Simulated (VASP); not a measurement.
Crystal: SiNi.

```xyz
8
Lattice="4.5037 0.0000 0.0000 0.0000 4.5037 0.0000 0.0000 0.0000 4.5037" Properties=species:S:1:pos:R:3 pbc="T T T"
Ni    0.6733    0.6733    0.6733
Ni    2.9252    1.5785    3.8304
Ni    3.8304    2.9252    1.5785
Ni    1.5785    3.8304    2.9252
Si    3.8139    3.8139    3.8139
Si    1.5620    2.9417    0.6898
Si    0.6898    1.5620    2.9417
Si    2.9417    0.6898    1.5620
```

The cell is a database's computed one.

| Quantity | Value |
| --- | --- |
| Program | VASP 6.6.1 |
| Task | single point |
| Functional | PBE |
| Potentials or basis | VASP PAW PBE potentials, release 64 (Ni, Si) |
| Cutoff | 520 eV |
| k mesh | 6 × 6 × 6 |
| Occupations | fermi-dirac, width 0.05 eV |
| Spin | collinear spin, ferromagnetic start |
| Starting moments | [1.0, 1.0, 1.0, 1.0, 0.0, 0.0, 0.0, 0.0] μB |

On this cell: pressure 1.8 GPa; largest force 0.030 eV/Å; net moment 0.00 μB per cell; band gap on the k mesh none (metal or under the smearing width).

The same run follows on a disturbed copy (atoms moved at random, drawn with an rms of 0.05 Å):

```
Ni Si
1.0
     4.50369    0.00000    0.00000
     0.00000    4.50369    0.00000
     0.00000    0.00000    4.50369
Ni Si
4 4
Direct
  0.14452 0.15394 0.15302
  0.65771 0.35351 0.84364
  0.84568 0.65345 0.34310
  0.34388 0.85179 0.63889
  0.84108 0.84656 0.84290
  0.34286 0.64901 0.16321
  0.16102 0.34485 0.66406
  0.65234 0.15385 0.34595
```

Q: What does the disturbed cell give?

A: The energy (extrapolated to zero smearing) moves by +8.2 meV/atom; pressure 2.2 GPa; largest force 0.569 eV/Å; net moment 0.00 μB per cell; band gap on the k mesh none (metal or under the smearing width).

Forces in eV/Å, atoms in the order of the input:
```
Ni   0.092 -0.256 -0.016
Ni  -0.189 -0.017  0.265
Ni   0.081 -0.197  0.262
Ni   0.106 -0.054  0.474
Si   0.180  0.120  0.028
Si   0.056  0.040 -0.565
Si  -0.332  0.258 -0.381
Si   0.005  0.105 -0.067
```

Stress tensor (GPa, compression positive):
```
 2.58  0.50 -0.46
 0.50  2.08  0.34
-0.46  0.34  1.98
```
